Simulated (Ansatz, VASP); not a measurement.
Two plane-wave programs on SrO

File INCAR:

```
ALGO = Normal ; EDIFF = 1E-6
ENCUT = 520 ; GGA = PE
ISIF = 2 ; ISMEAR = -1
LASPH = True ; LCHARG = False
LREAL = False ; LWAVE = False
NBANDS = 15 ; NELM = 80
PREC = Accurate ; SIGMA = 0.02
```

KPOINTS

```
k-points
0
Gamma
  8 8 8
```

The input POSCAR:

```
SrO
1.0
    0.0164744550      2.7922805108      2.7922805108
    2.7922805108      0.0164744550      2.7922805108
    2.8087549658      2.8087549658      0.0000000000
Sr O
1 1
Direct
    0.0010612561      0.0010612561     -0.0010612561
    0.2489387439      0.2489387439      0.2510612561
```

Input for Ansatz:

```yaml
crystal:
  lattice:
    - [0.016474455, 2.7922805108, 2.7922805108]
    - [2.7922805108, 0.016474455, 2.7922805108]
    - [2.8087549658, 2.8087549658, 0.0]
  atoms:
    - { symbol: Sr, position: [0.0010612561, 0.0010612561, -0.0010612561] }
    - { symbol: O, position: [0.2489387439, 0.2489387439, 0.2510612561] }
kpoints:
  mp_grid: { grid: [8, 8, 8] }
  band_path:
    path:
      - [0.0, 0.0, 0.0]
      - [-0.5, -0.5, 0.0]
      - [-0.375, -0.375, 0.25]
      - [-0.375, 0.0, 0.375]
      - [0.0, 0.0, 0.5]
      - [-0.5, -0.25, 0.25]
      - [0.25, -0.5, -0.25]
    npoints: 1
hamiltonian:
  xc: pbe
scf:
  occupations: { method: fermi_dirac, width: 0.02 }
  n_extra_bands: 4
output:
  forces: true
  stress: true
  eigenvalues: true
```

Change from the starting cell: shear_xy strain +1.2%.

Alike in both runs: task single point; functional PBE; k mesh 8 × 8 × 8; occupations fermi-dirac, width 0.02 eV; no spin polarisation.

|  | VASP | Ansatz |
| --- | --- | --- |
| version | VASP 6.6.1 | Ansatz 0.2.0 |
| potentials or method | VASP PAW PBE potentials, release 64 (Sr_sv, O) | plane waves, PAW |
| plane-wave cutoff (eV) | 520 | 420 |
| valence electrons in the cell | 16 | 16 |

|  | VASP | Ansatz | Ansatz less VASP |
| --- | --- | --- | --- |
| gap on the k mesh at the Fermi level (eV) | 2.52 | 2.52 | -0.005 |
| pressure (GPa) | 1.4 | 1.0 | -0.47 |
| largest component of the traceless stress (GPa) | 0.31 | 0.30 | -0.002 |

A k mesh can miss the band edges.
